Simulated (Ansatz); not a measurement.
# NaCl (Halite): G0W0 under other settings

A base run on NaCl (Halite), then changed inputs.

Method: G0W0 on PBE, plane waves, PAW; PAW set soft_1, in Ansatz 0.2.0.

## Step 1: The starting structure

Symmetry: Fm-3m, No. 225, cubic system. Conventional cell: a = 5.640 Å, b = 5.640 Å, c = 5.640 Å, α = 90.00°, β = 90.00°, γ = 90.00°. Na has 6 Cl at 2.82 Å nearest. Nearest to Cl lie 6 Na at 2.82 Å. Farther neighbours and most contacts between anions are not listed.

The cell and positions come from the Crystallography Open Database and are kept as given unless a step says otherwise.

## Step 2: The base run: 6×6×6 mesh, 101 empty bands, screening to 100 eV, PAW set soft_1 files

G0W0 replaces the xc potential by the self-energy, built once from these orbitals. Only a window of levels is corrected, while the sums run over the empty bands that the input names. This step takes PAW set soft_1 files.

Contents of input.yaml:

```yaml
crystal:
  lattice:
    - [0.0, 2.82005, 2.82005]
    - [2.82005, 0.0, 2.82005]
    - [2.82005, 2.82005, 0.0]
  atoms:
    - { symbol: Na, position: [0.0, 0.0, 0.0] }
    - { symbol: Cl, position: [0.5, 0.5, 0.5] }
kpoints:
  mp_grid: { grid: [6, 6, 6] }
hamiltonian:
  xc: pbe
  pseudopotentials: { kind: paw, azcp: { folder: soft_1 } }
scf:
  occupations: { method: fixed }
gw:
  n_empty_bands: 101
  ecut_chi: 100
  qp_bands: [v2, c2]
  qp_kpoints: band_edges
  screening: { model: contour_deformation }
```

Launch:

```bash
$ ansatz run input.yaml --threads 2 --pin off --max-ram 73728MiB --backend cuda --events-out ev --progress --plain --runs-dir out --devices 1 --max-vram 13GiB
```

Numbers of over 12 decimals in the logs are rounded to 6 here.

What it wrote:

```text
GPUs: using 1 of 1 available (devices: 1).
Engine: ansatz 0.2.0, x86_64-unknown-linux-gnu
Pseudopotentials: kind: paw
Pseudopotential: Na, paw, valence charge 9, recommended cutoff 420 eV (normal), soft_1/Na.paw.azcp
Pseudopotential: Cl, paw, valence charge 7, recommended cutoff 420 eV (normal), soft_1/Cl.paw.azcp
Functional definition: PBE
  parameter kappa = 0.804
  parameter beta = 0.066725
  exchange = pbe_x(kappa = kappa, mu = beta*pi^2/3)
  correlation = pbe_c(beta = beta)
device memory: the entry about to start is reckoned to put 0.4 GiB on a device that reports 56.8 GiB free (of which the cap on the GPU budget leaves the run 13.0 GiB)
GPU FFT provider: cuFFT
GPU libraries: cuBLAS 13.8.2, cuFFT 12.4.0, cuSOLVER 12.3.4
Crystal: 2 atoms, lattice volume = 44.854 Å³
Basis set: ecut = 420 eV, 893 PW (Γ)
Bands: 12, of which v1, the nominal top of the filled ones, is band 8 counted from 1 (7 counted from 0)
Symmetry: 48 space group operations
Space group: Fm-3m (ITA 225), of the structure as read, at distance tolerance 3.6e-5 Å
k-points: 16 of 216
Non-local potential: Na, projectors of the file, l = 0: 3, l = 1: 2, l = 2: 1
Non-local potential: Cl, projectors of the file, l = 0: 2, l = 1: 2, l = 2: 1
PAW form: soft (Blöchl's): semilocal exchange-correlation on the pseudo side does not see the compensation charge
PAW one-centre angular grid: Na, 110 points (default); XC on 64 Gauss nodes
PAW one-centre angular grid: Cl, 110 points (default); XC on 64 Gauss nodes
Initial density: superposition of atomic densities (chi_scale 0.1, normalization cell, long waves kept (reshape's long-wave potential 0.00 eV rms))
Initial wavefunctions: pseudopotential atomic-orbital guess
GPU buffer pool allocated for 19683 grid points (all kernels)
GPU transforms: local potential and band sums: pruned to the plane-wave sphere, on 25×27×27
Functional: x = pbe(κ = 0.804, μ = 0.219515), c = pbe(β = 0.066725)
SCF iter   1: F=—  HF=-2570.519448 eV  |F-HF|=—  |Δ(HF+E_count)|=         —  Δρ=7.36e-2  dr2=1.94e0  ethr=3.10e-3  ⟨swp⟩=4.6  Hψ=1123  notcnv=0  defer=28
preconditioner: auto → none  [insulator: Δε(μ)=3.965 eV  Ē_g=12.726 eV  n_scr=14 (ndim 8)  ℏωp=15.7 eV  f_vac=0.000  ε∞_Penn≈2.5]
SCF iter   2: F=—  HF=-2569.577050 eV  |F-HF|=—  |Δ(HF+E_count)|=   9.42e-1  Δρ=1.47e-2  dr2=1.15e-1  ethr=3.10e-3  ⟨swp⟩=3.0  Hψ=559  notcnv=0  defer=18
SCF iter   3: F=—  HF=-2569.551955 eV  |F-HF|=—  |Δ(HF+E_count)|=   2.51e-2  Δρ=5.42e-3  dr2=1.21e-2  ethr=7.16e-4  ⟨swp⟩=3.0  Hψ=339  notcnv=0  defer=30
SCF iter   4: F=—  HF=-2569.552780 eV  |F-HF|=—  |Δ(HF+E_count)|=   8.24e-4  Δρ=1.26e-3  dr2=1.07e-3  ethr=7.57e-5  ⟨swp⟩=2.8  Hψ=374  notcnv=0  defer=30
[...]
E_nonlocal   = 309.502332
  E_hartree    = 566.740180
  E_xc         = -145.559367
  E_vxc        = -165.451939  (∫ρ·V_xc dr)
  E_paw        = -952.465275  (= ΣΔE_a)
  E_vpaw       = -101.508853  (= ΣTr[D̂ρ^β])
  E_aug_tail   = 0.000100  (compensation charges beyond the density's cutoff)
  E_ewald      = -936.137051
  E_smearing   = -0.000000  (= −TS)
  E_closure    = -0.000000  (closes the sum)
  Σ components = -2569.553062   (vs F -2569.553062, Δ=0.00e0)
--- Band table (eV; the first three rows and the last of 16) ---
  k-point 0: bands = [... 4 lower, -11.6113, 1.0454, 1.0454, 1.0454, 6.1533, 12.0787, 12.0787, 12.0787]
  k-point 1: bands = [... 4 lower, -11.5314, 0.4461, 0.9766, 0.9766, 6.9654, 11.3201, 12.3548, 12.3548]
  k-point 2: bands = [... 4 lower, -11.3647, -0.4825, 0.8454, 0.8454, 8.0853, 11.1060, 12.1612, 12.1612]
  k-point 15: bands = [... 4 lower, -11.2172, -0.3872, 0.1367, 0.3322, 9.4045, 9.9091, 11.5288, 13.0588]
--- G₀W₀: contour deformation, 6 samples at zero and on the imaginary axis and 3 off it, 216 q-points, 101 empty bands' worth ---
  eigenvalues of the whole cell's RPA ε∞ on this k-mesh (on a slab, of 1 + 4πα/V) = 2.3374, 2.3374, 2.3374; static W/v taken at q = 0 is 0.427819
  bands read: the sum over 109 bands ends inside a degenerate multiplet in 4 slots, whose members it reads at an even weight; the widest, k=0: bands 109 to 111 (counted from 1) at 1/3 each
  gw.qp_kpoints: band_edges: 13 of 16 stored k-points solved, in 1 pass; an edge of the gap read off the rows below is read off those points alone
    valence top: of the k-points left out ik 10 came nearest to being solved in a further pass, in band 8 (counted from 1, as in the quasiparticle table): it holds the edge there only if its correction is more favourable than any solved in that band by at least 0.517 eV; those differ by 0.118 eV
    conduction bottom: of the k-points left out ik 10 came nearest to being solved in a further pass, in band 9 (counted from 1, as in the quasiparticle table): it holds the edge there only if its correction is more favourable than any solved in that band by at least 2.856 eV; those differ by 0.335 eV
    ik  band        ε_KS         Σx   Σc(E_QP)       V_xc       Z   E_QP_lin       E_QP  E_QP is
     0     7      1.0454   -21.1175     2.5314   -16.7843  0.8006    -0.7936    -0.7565  root
     0     8      1.0454   -21.1175     2.5314   -16.7843  0.8006    -0.7936    -0.7565  root
     0     9      6.1533    -5.2715    -3.1018    -9.2288  0.8602     7.0140     7.0088  root
     0    10     12.0787    -3.6819    -3.5194    -8.4549  0.8455    13.3485    13.3322  root
     1     7      0.9766   -21.0224     2.5466   -16.6590  0.8002    -0.8784    -0.8402  root
     1     8      0.9766   -21.0224     2.5466   -16.6590  0.8002    -0.8784    -0.8402  root
     1     9      6.9654    -5.8813    -3.1417    -9.9473  0.8546     7.8962     7.8898  root
     1    10     11.3201    -3.7296    -3.4507    -8.2871  0.8456    12.4394    12.4269  root
[...]
13     7      0.3035   -20.2016     2.6730   -15.5864  0.7976    -1.6878    -1.6387  root
    13     8      0.6234   -20.5772     2.6149   -16.0774  0.7986    -1.3053    -1.2615  root
    13     9      9.4006    -5.8862    -3.4216   -10.4726  0.8445    10.5782    10.5654  root
    13    10     10.2021    -4.0071    -3.3019    -8.3234  0.8487    11.2260    11.2165  root
[key lines of the parts left out:]
SCF converged after 7 iterations
Free energy (F): -2569.553062 eV
Fermi energy:    1.045392 eV
```

Elapsed: 12 s, on 1 × NVIDIA H100 80GB HBM3 (shared by 6 runs) with 2 threads of AMD EPYC 7R13 (Zen 3), shared host; peak memory 1.1 GiB.

In the SCF lines HF is the Harris–Foulkes energy and dr2 the Hartree energy of the density residual, in eV; the loop may stop once dr2 is under the threshold and the program's other checks hold. Hψ counts applications of the Hamiltonian.

This step gave:

| Quantity | Value |
| --- | --- |
| bands summed | 109 |
| RPA ε∞ on this mesh (eigenvalues) | 2.337, 2.337, 2.337 |
| plane waves in the screening matrix | 113 |
| q-points in the mesh | 216 |
| G0W0 gap on the mesh | 7.765 eV |
| k of the valence top | 0, 0, 0 |
| k of the conduction bottom | 0, 0, 0 |
| starting gap on the mesh | 5.108 eV |
| Z at the valence top | 0.8006 |
| Z at the conduction bottom | 0.8602 |
| least direct G0W0 gap on the computed points | 7.765 eV |

The gap on the mesh goes from 5.11 eV to 7.77 eV, a correction of +2.66 eV. Between the two edge states, bare exchange in place of the xc potential would open the gap by 8.29 eV, and correlation takes back 5.63 eV.

## Step 3: Variant: potentials

Other atomic data (norm-conserving) test the pseudisation: the cutoff goes from 420 to 1197.3 eV, with the same valence electrons.

This step: G0W0 on PBE, plane waves, norm-conserving pseudopotentials.

input.yaml, as its differences from that of step 2:

```diff
@@ -12,3 +12,3 @@
   xc: pbe
-  pseudopotentials: { kind: paw, azcp: { folder: soft_1 } }
+  pseudopotentials: { kind: nc }
 scf:
```

What it wrote:

```text
GPUs: using 1 of 1 available (devices: 1).
[...]
GPU FFT provider: cuFFT
GPU libraries: cuBLAS 13.8.2, cuFFT 12.4.0, cuSOLVER 12.3.4
Crystal: 2 atoms, lattice volume = 44.854 Å³
Basis set: ecut = 1197.300995 eV, 4279 PW (Γ)
Bands: 12, of which v1, the nominal top of the filled ones, is band 8 counted from 1 (7 counted from 0)
[... 1 set-up line as in the run before ...]
[...]
k-points: 16 of 216
[...]
GPU buffer pool allocated for 110592 grid points (all kernels)
[...]
SCF iter   1: F=—  HF=-1694.938207 eV  |F-HF|=—  |Δ(HF+E_count)|=         —  Δρ=8.56e-2  dr2=2.20e0  ethr=3.10e-3  ⟨swp⟩=5.0  Hψ=1047  notcnv=0  defer=19
[...]
SCF iter   7: F=-1693.813583 eV  HF=-1693.813583 eV  |F-HF|=2.06e-9  |Δ(HF+E_count)|=   1.20e-7  Δρ=4.37e-6  dr2=4.25e-9  ethr=6.25e-10  ⟨swp⟩=7.1  Hψ=1082  notcnv=0
SCF 1 converged in 7 iterations: F = -1693.813583 eV  dr2 = 4.25e-9
[...]
0     7      1.0587   -21.1223     2.5382   -16.7894  0.8009    -0.7728    -0.7360  root
     0     8      1.0587   -21.1223     2.5382   -16.7894  0.8009    -0.7728    -0.7360  root
     0     9      6.1678    -5.2574    -3.1141    -9.2184  0.8604     7.0196     7.0146  root
     0    10     12.0975    -3.6833    -3.5340    -8.4570  0.8457    13.3531    13.3372  root
     1     7      0.9899   -21.0270     2.5533   -16.6639  0.8005    -0.8578    -0.8199  root
     1     8      0.9899   -21.0270     2.5533   -16.6639  0.8005    -0.8578    -0.8199  root
     1     9      6.9799    -5.8684    -3.1519    -9.9377  0.8549     7.9035     7.8972  root
     1    10     11.3389    -3.7301    -3.4620    -8.2875  0.8458    12.4465    12.4342  root
[...]
13     7      0.3175   -20.2077     2.6783   -15.5930  0.7979    -1.6675    -1.6188  root
    13     8      0.6370   -20.5820     2.6208   -16.0826  0.7989    -1.2850    -1.2416  root
    13     9      9.4163    -5.8754    -3.4337   -10.4623  0.8448    10.5819    10.5695  root
    13    10     10.2199    -4.0067    -3.3103    -8.3225  0.8489    11.2347    11.2254  root
[key lines of the parts left out:]
SCF converged after 7 iterations
Free energy (F): -1693.813583 eV
Fermi energy:    1.058699 eV
```

It took 25 s on 1 × NVIDIA H100 80GB HBM3 (shared by 6 runs) with 2 threads; peak memory 1.2 GiB.

The G0W0 gap on the mesh is 7.751 eV.

Against the base:

| setting | base | variant |
| --- | --- | --- |
| files | PAW set soft_1 | norm-conserving |

| quantity | variant | base |
| --- | --- | --- |
| starting gap on the mesh | 5.109 | 5.108 |
| G0W0 gap on the mesh | 7.751 | 7.765 |
| least direct G0W0 gap on the computed points | 7.751 | 7.765 |
| Z at the valence top | 0.801 | 0.801 |
| Z at the conduction bottom | 0.860 | 0.860 |

## Step 4: Variant: potentials

This step: G0W0 on PBE, plane waves, PAW.

input.yaml, as its differences from that of step 3:

```diff
@@ -12,3 +12,3 @@
   xc: pbe
-  pseudopotentials: { kind: nc }
+  pseudopotentials: { kind: paw, source: ansatz }
 scf:
```

What it wrote:

```text
GPUs: using 1 of 1 available (devices: 1).
[...]
GPU FFT provider: cuFFT
GPU libraries: cuBLAS 13.8.2, cuFFT 12.4.0, cuSOLVER 12.3.4
Crystal: 2 atoms, lattice volume = 44.854 Å³
Basis set: ecut = 700 eV, 1917 PW (Γ)
Bands: 12, of which v1, the nominal top of the filled ones, is band 8 counted from 1 (7 counted from 0)
[... 1 set-up line as in the run before ...]
[...]
k-points: 16 of 216
[...]
GPU buffer pool allocated for 64000 grid points (all kernels)
[...]
SCF iter   1: F=—  HF=-2570.940215 eV  |F-HF|=—  |Δ(HF+E_count)|=         —  Δρ=1.10e-1  dr2=3.23e0  ethr=3.10e-3  ⟨swp⟩=5.0  Hψ=1034  notcnv=0  defer=18
[...]
SCF iter   7: F=-2569.420609 eV  HF=-2569.420609 eV  |F-HF|=3.97e-10  |Δ(HF+E_count)|=   1.13e-7  Δρ=1.86e-6  dr2=1.19e-9  ethr=6.25e-10  ⟨swp⟩=5.9  Hψ=984  notcnv=0
SCF 1 converged in 7 iterations: F = -2569.420609 eV  dr2 = 1.19e-9
[...]
0     7      0.9828   -21.1181     2.5406   -16.7846  0.8009    -0.8468    -0.8101  root
     0     8      0.9828   -21.1181     2.5406   -16.7846  0.8009    -0.8468    -0.8101  root
     0     9      6.0913    -5.2505    -3.1170    -9.2133  0.8604     6.9422     6.9372  root
     0    10     12.0184    -3.6871    -3.5345    -8.4583  0.8456    13.2709    13.2551  root
     1     7      0.9139   -21.0228     2.5556   -16.6591  0.8005    -0.9319    -0.8941  root
     1     8      0.9139   -21.0228     2.5556   -16.6591  0.8005    -0.9319    -0.8941  root
     1     9      6.9037    -5.8620    -3.1541    -9.9330  0.8548     7.8268     7.8205  root
     1    10     11.2602    -3.7323    -3.4624    -8.2880  0.8458    12.3657    12.3535  root
[...]
13     7      0.2411   -20.2052     2.6805   -15.5898  0.7979    -1.7423    -1.6938  root
    13     8      0.5607   -20.5786     2.6231   -16.0784  0.7990    -1.3597    -1.3164  root
    13     9      9.3399    -5.8723    -3.4350   -10.4601  0.8448    10.5051    10.4927  root
    13    10     10.1417    -4.0069    -3.3104    -8.3215  0.8489    11.1552    11.1459  root
[key lines of the parts left out:]
SCF converged after 7 iterations
Free energy (F): -2569.420609 eV
Fermi energy:    0.982760 eV
```

The job ended after 16 s (1 × NVIDIA H100 80GB HBM3 (shared by 6 runs) with 2 threads; peak memory 1.1 GiB).

The G0W0 gap on the mesh is 7.747 eV.

Against the base:

| setting | base | variant |
| --- | --- | --- |
| files | PAW set soft_1 | hard PAW |

| quantity | variant | base |
| --- | --- | --- |
| starting gap on the mesh | 5.109 | 5.108 |
| G0W0 gap on the mesh | 7.747 | 7.765 |
| least direct G0W0 gap on the computed points | 7.747 | 7.765 |
| Z at the valence top | 0.801 | 0.801 |
| Z at the conduction bottom | 0.860 | 0.860 |

## Step 5: Variant: frequency model

A plasmon pole stands in for the full frequency dependence of the screening; this run shows what that costs in accuracy.

This step: G0W0 on PBE, plane waves, PAW; PAW set soft_1.

input.yaml, the sections that differ from step 4:

```yaml
hamiltonian:
  xc: pbe
  pseudopotentials: { kind: paw, azcp: { folder: soft_1 } }
gw:
  n_empty_bands: 101
  ecut_chi: 100
  qp_bands: [v2, c2]
  qp_kpoints: band_edges
  screening: { model: godby_needs }
# crystal, kpoints, scf: as in step 4
```

What it wrote:

```text
GPUs: using 1 of 1 available (devices: 1).
[...]
GPU FFT provider: cuFFT
GPU libraries: cuBLAS 13.8.2, cuFFT 12.4.0, cuSOLVER 12.3.4
Crystal: 2 atoms, lattice volume = 44.854 Å³
Basis set: ecut = 420 eV, 893 PW (Γ)
Bands: 12, of which v1, the nominal top of the filled ones, is band 8 counted from 1 (7 counted from 0)
[... 1 set-up line as in the run before ...]
[...]
k-points: 16 of 216
[...]
GPU buffer pool allocated for 19683 grid points (all kernels)
[...]
SCF iter   1: F=—  HF=-2570.519448 eV  |F-HF|=—  |Δ(HF+E_count)|=         —  Δρ=7.36e-2  dr2=1.94e0  ethr=3.10e-3  ⟨swp⟩=4.6  Hψ=1123  notcnv=0  defer=28
[...]
SCF iter   7: F=-2569.553062 eV  HF=-2569.553062 eV  |F-HF|=3.03e-9  |Δ(HF+E_count)|=   1.38e-7  Δρ=2.85e-6  dr2=1.48e-9  ethr=6.25e-10  ⟨swp⟩=6.7  Hψ=991  notcnv=0
SCF 1 converged in 7 iterations: F = -2569.553062 eV  dr2 = 1.48e-9
[...]
G₀W₀ screening: q 1/16
[...]
0     7      1.0454   -21.1175     2.5249   -16.7843  0.8133    -0.7859    -0.7630  root
     0     8      1.0454   -21.1175     2.5249   -16.7843  0.8133    -0.7859    -0.7630  root
     0     9      6.1533    -5.2715    -3.0954    -9.2288  0.8657     7.0190     7.0153  root
     0    10     12.0787    -3.6819    -3.4778    -8.4549  0.8573    13.3822    13.3739  root
     1     7      0.9766   -21.0224     2.5383   -16.6590  0.8132    -0.8722    -0.8485  root
     1     8      0.9766   -21.0224     2.5383   -16.6590  0.8132    -0.8722    -0.8485  root
     1     9      6.9654    -5.8813    -3.1296    -9.9473  0.8610     7.9064     7.9019  root
     1    10     11.3201    -3.7296    -3.4169    -8.2871  0.8583    12.4686    12.4607  root
[...]
13     7      0.3035   -20.2016     2.6397   -15.5864  0.8129    -1.6990    -1.6720  root
    13     8      0.6234   -20.5772     2.5931   -16.0774  0.8128    -1.3075    -1.2832  root
    13     9      9.4006    -5.8862    -3.3918   -10.4726  0.8543    10.6037    10.5953  root
    13    10     10.2021    -4.0071    -3.2789    -8.3234  0.8594    11.2460    11.2395  root
[key lines of the parts left out:]
SCF converged after 7 iterations
Free energy (F): -2569.553062 eV
Fermi energy:    1.045392 eV
```

Elapsed: 15 s, on 1 × NVIDIA H100 80GB HBM3 (shared by 6 runs) with 2 threads; peak memory 1.1 GiB.

The G0W0 gap on the mesh is 7.778 eV.

Against the base:

| setting | base | variant |
| --- | --- | --- |
| frequency model | contour deformation | plasmon pole |

| quantity | variant | base |
| --- | --- | --- |
| starting gap on the mesh | 5.108 | 5.108 |
| G0W0 gap on the mesh | 7.778 | 7.765 |
| least direct G0W0 gap on the computed points | 7.778 | 7.765 |
| Z at the valence top | 0.813 | 0.801 |
| Z at the conduction bottom | 0.866 | 0.860 |

## Step 6: Summary of results

```
base            : 7.77 eV, 12 s
potentials      : 7.75 eV, 25 s
potentials      : 7.75 eV, 16 s
frequency model : 7.78 eV, 15 s
```

What this shows: Potentials: the gap moves by −0.01 eV and the time by a factor of 2.1 (the plane-wave cutoff goes from 420 to 1197.3 eV). Potentials: the gap moves by −0.02 eV (the plane-wave cutoff goes from 420 to 700 eV). Frequency model: the gap moves by +0.01 eV. All runs here use a coarse mesh and modest cutoffs; they test settings and are not final values.

[Paths, hosts, dates, memory and timing lines, banners, echoed tables and standing remarks are left out of the program output.]

[Logs are printed without paths, hosts, clocks, repeated set-up lines and the standing remarks that a program may print on its own settings, such as how far it seeks lower states.]

[Runs of the session that timed out or met a known fault of the program may be left out.]

[Cells called generated may have been cut or substituted from an entry of the Crystallography Open Database or the Materials Project.]

[Hosts, paths, dates, database ids (printed as entryN), source tags and the programs' standing remarks are cut or masked in the printed files.]
